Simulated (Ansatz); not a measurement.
BeS: strain energy, fitted

BeS, F-43m, a = 4.838 Å. Ansatz: PBEsol, PAW, 420 eV, Γ-centred 8×8×6 mesh on 4 atoms, Gaussian smearing 0.02 eV; no spin polarisation. Series: biaxial strain in the a-b plane, c and atoms relaxed; x is the strain in per cent. The axes a, b, c are those of the computed cell (3.421, 3.421, 4.838 Å), along [1 1 0], [-1 1 0], [0 0 1] of the cell named above. y is the free energy over the unstrained cell, V0 = 14.152 Å³/atom.

```
x (%) y (meV/atom)
 -4.5         34.43
 -3.0         14.80
 -1.5          3.59
  0.0          0.00
  1.5             ?
  3.0         12.74
  4.5         27.77
```

Question: Fit y = c2 x² + c3 x³ to the other rows, turn c2 into a modulus, and predict the missing energy.

Answer: Least squares on the rows shown. y = 1.5349 x² − 0.036675 x³. In eV per unit strain² c2 is 15.35; M is the biaxial modulus (E = M V0 ε²): 15.35 × 160.2 / (14.152) = 174 GPa. At x = 1.5 the fit asked for gives 3.33 meV/atom. The run gave 3.28 meV/atom, so the fit is 0.05 meV/atom too high, within twice the rms miss on the fitted rows (0.04 meV/atom).